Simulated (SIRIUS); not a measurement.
**Fe under changes of volume**

One of the cells (12.259 Å³/atom); the others are scaled copies at fixed shape and fractional positions:

```
Fe
1.0
    -1.45256    1.45256    1.45256
     1.45256   -1.45256    1.45256
     1.45256    1.45256   -1.45256
Fe
1
Direct
  0.00000 0.00000 0.00000
```

| Item | Value |
| --- | --- |
| Program | SIRIUS 7.12.0 |
| Functional | PBEsol |
| Potentials or basis | all-electron FP-LAPW |
| Cutoff | 205 eV |
| Basis | apw+lo standard |
| k mesh | 13 × 13 × 13 |
| Occupations | fermi-dirac, width 0.05 eV |
| Spin | collinear spin, ferromagnetic start |
| Starting moments | [3.0] μB |

```csv
volume (Å³/atom),energy over the lowest point (meV/atom),moment (μB per cell)
11.298,0.00,2.12
11.538,17.74,2.15
11.778,?,?
12.259,96.63,2.32
12.499,128.30,2.39
12.740,161.51,2.49
```

Problem. What does the run at 11.778 Å³/atom give?

Solution. Energy over the lowest point 40.55 meV/atom; moment 2.19 μB per cell.

Worked out: A Birch-Murnaghan fit of order 3 (a polynomial in V^(-2/3)) to the other rows has no minimum within the range. It gives 40.44 meV/atom at 11.778 Å³/atom, against the run's 40.55. A parabola through the other rows of the moment, of slope 0.204 μB per Å³/atom there, gives 2.19 μB, against the run's 2.19.

Energies are extrapolated to zero smearing.
